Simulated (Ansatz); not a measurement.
# Relaxing NaI in the rocksalt type

First guess:

```
CELL_PARAMETERS angstrom
0.00000 2.94459 2.94459
2.94459 0.00000 2.94459
2.94459 2.94459 0.00000
ATOMIC_POSITIONS crystal
Na 0.00000 0.00000 0.00000
I 0.50000 0.50000 0.50000
```

Method: DFT, PBE, PAW with Ansatz's default frozen-core files, scalar-relativistic (Ansatz 0.2.0).

Cell and atoms relax within the symmetry of the start on a 11×11×11 k mesh with 0.08 eV Fermi–Dirac smearing.

The start is built from a prototype, known or not as a phase of this compound; the cutoff is 420 eV.

Spin–orbit coupling is left out, though it moves levels of the heavy atoms by tenths of an eV or more.

(1) What is the pressure of the first guess?

(2) What does it relax to?

(3) How much energy does the relaxation release?

Results:

(1) 9.70 GPa.

(2) a = 6.528 Å, b = 6.528 Å, c = 6.528 Å, α = 90.00°, β = 90.00°, γ = 90.00° (conventional cell), 34.78 Å³ per atom:
```
CELL_PARAMETERS angstrom
0.00000 3.26424 3.26424
3.26424 0.00000 3.26424
3.26424 3.26424 0.00000
ATOMIC_POSITIONS crystal
Na 0.00000 0.00000 0.00000
I 0.50000 0.50000 0.50000
```

(3) 209 meV/atom.
